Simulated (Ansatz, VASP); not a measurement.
**ZnS in two plane-wave programs**

Aim: how closely do two programs agree when they are given the same cell, functional and k mesh? The cell is taken from a series of runs on this material, whose earlier steps may have relaxed, scaled, displaced or heated it; both programs get it as it stands.

Main program and level: Ansatz 0.2.0; plane waves, with VASP 6.6.1 beside it; zone-centre phonons at LDA.

## 1. Starting point

The structure is tetragonal, space group I-4m2 (No. 119). Conventional cell: a = 3.717 Å, b = 3.717 Å, c = 5.403 Å, α = 90.00°, β = 90.00°, γ = 90.00°. Nearest to S lie 4 Zn at 2.30 Å. Nearest to Zn lie 4 S at 2.30 Å. Farther neighbours and most contacts between anions are not listed.

## 2. Ansatz: zone-centre phonons, LDA

Ansatz runs on its PAW soft_1 files.

Second derivatives magnify differences that forces hide, and they need a tight electronic threshold.

The input, input.yaml:

```yaml
crystal:
  lattice:
    - [0.0, 2.6284884161, 2.7013249292]
    - [2.6284884161, 0.0, 2.7013249292]
    - [2.6284884161, 2.6284884161, 0.0]
  atoms:
    - { symbol: S, position: [0.0, 0.0, 0.0] }
    - { symbol: Zn, position: [0.75, 0.75, 0.75] }
kpoints:
  mp_grid: { grid: [12, 12, 12] }
hamiltonian:
  xc: lda
  pseudopotentials: { kind: paw, azcp: { folder: soft_1 }, xc_functional: pbe }
scf:
  occupations: { method: fixed }
output:
  eigenvalues: true
phonons:
  method: dfpt
  dielectric: true
  rigid_motions: translations
```

On the command line:

```bash
$ ansatz run input.yaml --threads 4 --pin off --max-ram 10240MiB --backend cpu --events-out ev --progress --plain --runs-dir out
```

Numbers of over 12 decimals in the logs are rounded to 6 here.

What it wrote:

```text
Engine: ansatz 0.2.0, aarch64-unknown-linux-gnu
Pseudopotentials: kind: paw
Pseudopotential: S, paw, valence charge 6, recommended cutoff 420 eV (normal), soft_1/S.paw.azcp
Pseudopotential: Zn, paw, valence charge 12, recommended cutoff 420 eV (normal), soft_1/Zn.paw.azcp
Functional definition: SPW92
  exchange = slater_x
  correlation = pw_c
Crystal: 2 atoms, lattice volume = 37.327 Å³
Basis set: ecut = 420 eV, 733 PW (Γ), exchange–correlation on 54×54×54 points (8 copies of the dense FFT grid, shifted against one another)
Bands: 13, of which v1, the nominal top of the filled ones, is band 9 counted from 1 (8 counted from 0)
Symmetry: 8 space group operations
k-points: 868 of 1728 (irreducible under 1 space group operation, time reversal used)
Non-local potential: S, projectors of the file, l = 0: 2, l = 1: 2, l = 2: 1
Non-local potential: Zn, projectors of the file, l = 0: 2, l = 1: 2, l = 2: 3, l = 3: 1
PAW form: soft (Blöchl's): semilocal exchange-correlation on the pseudo side does not see the compensation charge
PAW frozen core: S, regenerated for the run's functional, and the local potential with it (the file was generated under x = pbe(κ = 0.804, μ = 0.219515), c = pbe(β = 0.066725))
PAW frozen core: Zn, regenerated for the run's functional, and the local potential with it (the file was generated under x = pbe(κ = 0.804, μ = 0.219515), c = pbe(β = 0.066725))
PAW one-centre angular grid: S, 110 points (default); XC on 64 Gauss nodes
PAW one-centre angular grid: Zn, 590 points (default); XC on 64 Gauss nodes
Initial density: superposition of atomic densities (chi_scale 0.1, normalization cell, long waves kept (reshape's long-wave potential 0.00 eV rms))
Initial wavefunctions: pseudopotential atomic-orbital guess
Functional: x = slater, c = lda
SCF iter   1: F=—  HF=-4117.543212 eV  |F-HF|=—  |Δ(HF+E_count)|=         —  Δρ=3.82e-2  dr2=3.38e-1  ethr=3.10e-3  ⟨swp⟩=5.1  Hψ=67784  notcnv=0  defer=1682
preconditioner: auto → none  [insulator: Δε(μ)=2.318 eV  Ē_g=12.764 eV  n_scr=14 (ndim 8)  ℏωp=25.8 eV  f_vac=0.000  ε∞_Penn≈5.1]
SCF iter   2: F=—  HF=-4117.455782 eV  |F-HF|=—  |Δ(HF+E_count)|=   8.74e-2  Δρ=1.46e-2  dr2=4.10e-2  ethr=1.88e-3  ⟨swp⟩=2.2  Hψ=26522  notcnv=0  defer=1696
SCF iter   3: F=—  HF=-4117.444568 eV  |F-HF|=—  |Δ(HF+E_count)|=   1.12e-2  Δρ=9.75e-3  dr2=1.73e-2  ethr=2.28e-4  ⟨swp⟩=2.0  Hψ=19966  notcnv=0  defer=1734
SCF iter   4: F=—  HF=-4117.439848 eV  |F-HF|=—  |Δ(HF+E_count)|=   4.72e-3  Δρ=2.31e-3  dr2=1.31e-3  ethr=9.64e-5  ⟨swp⟩=2.0  Hψ=26910  notcnv=0  defer=1734
SCF iter   5: F=—  HF=-4117.439681 eV  |F-HF|=—  |Δ(HF+E_count)|=   1.68e-4  Δρ=6.21e-4  dr2=8.14e-5  ethr=7.28e-6  ⟨swp⟩=2.1  Hψ=19199  notcnv=0  defer=1736
SCF iter   6: F=—  HF=-4117.439694 eV  |F-HF|=—  |Δ(HF+E_count)|=   1.31e-5  Δρ=1.27e-4  dr2=2.64e-6  ethr=4.52e-7  ⟨swp⟩=2.4  Hψ=19094  notcnv=0  defer=6
SCF iter   7: F=—  HF=-4117.439694 eV  |F-HF|=—  |Δ(HF+E_count)|=   1.73e-7  Δρ=1.98e-5  dr2=6.74e-8  ethr=1.47e-8  ⟨swp⟩=2.0  Hψ=17122  notcnv=0
SCF iter   8: F=—  HF=-4117.439694 eV  |F-HF|=—  |Δ(HF+E_count)|=   1.87e-7  Δρ=1.60e-6  dr2=4.71e-10  ethr=3.74e-10  ⟨swp⟩=2.0  Hψ=18255  notcnv=0
SCF iter   9: F=-4117.439694 eV  HF=-4117.439694 eV  |F-HF|=4.46e-11  |Δ(HF+E_count)|=  4.14e-10  Δρ=3.04e-7  dr2=1.59e-11  ethr=1.00e-12  ⟨swp⟩=8.0  Hψ=78206  notcnv=0
SCF 1 converged in 9 iterations: F = -4117.439694 eV  dr2 = 1.59e-11
  greatest PAW one-centre occupation: 0.983 electrons in one spin orbital (limit 2), on the Zn atom at site 1 (counted from 0), in its partial waves of l = 2
NSCF: frozen V_eff on 3 k-points
DFPT response loops at Γ: preconditioner auto → none (the input reference at scf.mixing.eps_inf says where Resta's filter doesn't serve); β = 0.50; Broyden in place of MSR1
── the response to a field inside a basis, on 12×12×12 k-points: an SCF that follows is theirs, and a resumed run solves both again ──
Bands: 10, of which v1, the nominal top of the filled ones, is band 9 counted from 1 (8 counted from 0)
k-points: 468 of 1728 (irreducible under 2 space group operations, time reversal used)
Initial density: handed on by an earlier stage of this run
Initial wavefunctions: pseudopotential atomic-orbital guess (no wavefunctions were taken with the density)
Eigensolver: Dense (468 Hₖ)
SCF iter   1: F=—  HF=-4117.440153 eV  |F-HF|=—  |Δ(HF+E_count)|=         —  Δρ=2.51e-4  dr2=5.39e-6  ethr=1.00e-1
preconditioner: auto → none  [insulator: Δε(μ)=2.232 eV  Ē_g=10.063 eV  n_scr=14 (ndim 8)  ℏωp=25.8 eV  f_vac=0.013  ε∞_Penn≈7.6]
SCF iter   2: F=—  HF=-4117.440153 eV  |F-HF|=—  |Δ(HF+E_count)|=   2.88e-7  Δρ=2.19e-4  dr2=6.85e-6  ethr=2.99e-8
SCF iter   3: F=—  HF=-4117.440157 eV  |F-HF|=—  |Δ(HF+E_count)|=   4.07e-6  Δρ=2.02e-4  dr2=8.86e-6  ethr=2.99e-8
SCF iter   4: F=-4117.440153 eV  HF=-4117.440153 eV  |F-HF|=1.71e-9  |Δ(HF+E_count)|=   4.19e-6  Δρ=7.40e-6  dr2=7.61e-9  ethr=2.99e-8
SCF 1 converged in 4 iterations: F = -4117.440153 eV  dr2 = 7.61e-9
DFPT response loops at Γ: mixed as the last ones told, above
SCF converged after 9 iterations
Free energy (F): -4117.439694 eV
Harris-Foulkes:  -4117.439694 eV  (|F-HF|=4.46e-11)
Internal energy: -4117.439694 eV  (E = F + TS)
E sigma→0 (E₀):  -4117.439694 eV
Fermi energy:    6.267188 eV
--- Per-component energies (eV) ---
  E_band       = 7.661076
  E_kinetic    = 255.669962
  E_local      = -2235.957228  (includes V_loc(G=0)·N_el)
  E_nonlocal   = 857.469127
  E_hartree    = 849.225333
  E_xc         = -166.758372
  E_vxc        = -135.616172  (∫ρ·V_xc dr)
  E_paw        = -2401.934458  (= ΣΔE_a)
  E_vpaw       = -432.354821  (= ΣTr[D̂ρ^β])
  E_aug_tail   = -0.000244  (compensation charges beyond the density's cutoff)
  E_ewald      = -1276.864154
  E_core_change = 1.710341  (= ΣΔE_core)
  E_smearing   = -0.000000  (= −TS)
  E_closure    = 0.000000  (closes the sum)
  Σ components = -4117.439694   (vs F -4117.439694, Δ=0.00e0)
--- Band table (eV; the first three rows and the last of 868) ---
  k-point 0: bands = [... 5 lower, 0.0645, 6.1588, 6.2672, 6.2672, 8.3273, 12.4072, 12.4135, 12.4135]
  k-point 1: bands = [... 5 lower, 0.0628, 5.5913, 6.1174, 6.1934, 8.8167, 12.3374, 12.5436, 12.5484]
  k-point 2: bands = [... 5 lower, 0.0600, 4.4212, 5.9066, 6.0042, 9.4462, 12.4267, 12.8372, 12.8652]
  k-point 867: bands = [... 5 lower, 0.2763, 0.4848, 5.1887, 5.3529, 9.4098, 12.8467, 13.0805, 15.0471]
--- Phonons (Γ-DFPT): 4 representative perturbations + reference, on 868 of 1728 k-points (Σ response iterations 12) ---
  k mesh reduced under 1 symmetry operation, with k and −k counted as one. Each operation leaves every solved perturbation unchanged. A smaller set is not considered because the run solves the response to a homogeneous field
  ASR residual: 2.585e-4 → 0.000e0 eV/Å²; symmetrization residual: 3.292e-6 eV/Å²
  ASR residual per site (eV/Å²): 2.98e-5 2.58e-4
  Γ frequencies (cm⁻¹): 0.00 0.00 0.00 286.70 286.70 290.72
  ε∞ (high-frequency dielectric tensor):
        6.144214     0.000000     0.000000
        0.000000     6.144214     0.000000
        0.000000     0.000000     6.261144
  ε⁰ (static dielectric tensor: ions relaxed, cell fixed):
        8.788618     0.000000     0.000000
        0.000000     8.788618    -0.000000
        0.000000    -0.000000     9.025690
  ε⁰ − ε∞ (ionic part):
        2.644405     0.000000     0.000000
        0.000000     2.644405    -0.000000
        0.000000    -0.000000     2.764545
  softest optical mode at Γ: 286.70 cm⁻¹; the repairs (sum rule, projections) moved no ω² at Γ by more than (1.11 cm⁻¹)²
  Born effective charges Z* (e; rows j = field, columns β = displacement):
    site 0:
        -1.88335    0.00000    0.00000
         0.00000   -1.88335   -0.00000
        -0.00000   -0.00000   -1.95266
    site 1:
         1.88335    0.00000    0.00000
         0.00000    1.88335    0.00000
         0.00000    0.00000    1.95266
  Z* charge neutrality: 8.375e-4 e pre-enforcement
  solved inside a basis spanned on kpoints, on 12×12×12 k-points, its susceptibility summed on 16×16×16: ε∞ is read to err by 1.6e-2, Z* by 1.3e-2 e (field_mesh: kpoints solves on kpoints); Z* is corrected for what the basis lacks
  optical modes at Γ without the LO–TO term, one row a degenerate level:
      ω (cm⁻¹)  modes    IR ((D/Å)²/amu)
        286.70      2             7.6083
        290.72      1             4.0893
  optical modes at Γ + LO–TO along q̂ = [1.0000, 0.0000, 0.0000]:
      ω (cm⁻¹)  modes    IR ((D/Å)²/amu)
        286.70      1             3.8041
        290.72      1             4.0893
        342.89      1             3.8041
  optical modes at Γ + LO–TO along q̂ = [0.0000, 1.0000, 0.0000]:
      ω (cm⁻¹)  modes    IR ((D/Å)²/amu)
        286.70      1             3.8041
        290.72      1             4.0893
        342.89      1             3.8041
  optical modes at Γ + LO–TO along q̂ = [0.0000, 0.0000, 1.0000]:
      ω (cm⁻¹)  modes    IR ((D/Å)²/amu)
        286.70      2             7.6083
        349.06      1             4.0893
```

In the SCF lines HF is the Harris–Foulkes energy and dr2 the Hartree energy of the density residual, in eV; the loop may stop once dr2 is under the threshold and the program's other checks hold. Hψ counts applications of the Hamiltonian.

[end of part 1 of 3]

[Lines on the potential files, build, host, timing and source positions are cut from VASP's logs without a mark.]

[Logs are printed without paths, hosts, clocks, repeated set-up lines and the standing remarks that a program may print on its own settings, such as how far it seeks lower states.]

[Hosts, paths, dates, database ids (printed as entryN), source tags and the programs' standing remarks are cut or masked in the printed files.]
